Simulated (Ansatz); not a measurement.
MoS2: equation of state with PBEsol

The system is MoS2.

```
Mo S
1.0
     1.58550    0.91539    6.11500
    -1.58550    0.91539    6.11500
     0.00000   -1.83078    6.11500
Mo S
1 2
Direct
  0.00000 0.00000 0.00000
  0.25000 0.25000 0.25000
  0.75000 0.75000 0.75000
```

Measurements of this composition are mostly on another form, of space group No. 194.

| Quantity | Value |
| --- | --- |
| Program | Ansatz 0.2.0 |
| Task | equation of state |
| Functional | PBEsol |
| Potentials or basis | all-electron LAPW, scalar-relativistic |
| Basis error allowed | 0.001 eV/atom |
| k mesh | 10 × 10 × 10 |
| Occupations | fermi-dirac, width 0.05 eV |
| Spin | no spin polarisation |

```
Equilibrium volume                        : 18.09 Å³/atom
Bulk modulus at fixed shape and positions : 145 GPa
Pressure derivative of the bulk modulus   : 4.4
```

Energy against volume, from the lowest point:
| volume (Å³/atom) | energy (meV/atom) |
| --- | --- |
| 16.685 | 57.11 |
| 17.040 | 30.72 |
| 17.395 | 12.96 |
| 17.750 | 2.98 |
| 18.105 | 0.00 |
| 18.460 | 3.31 |
| 18.815 | 12.27 |

All runs of the series together: 3 min on 2 threads of Intel(R) Xeon(R) Platinum 8259CL CPU @ 2.50GHz (Skylake/Cascade Lake), with other jobs on the host.

Caveat: the cell was scaled at fixed shape and fractional positions, which overstates the stiffness of a crystal with free parameters, most of all of layers and chains.
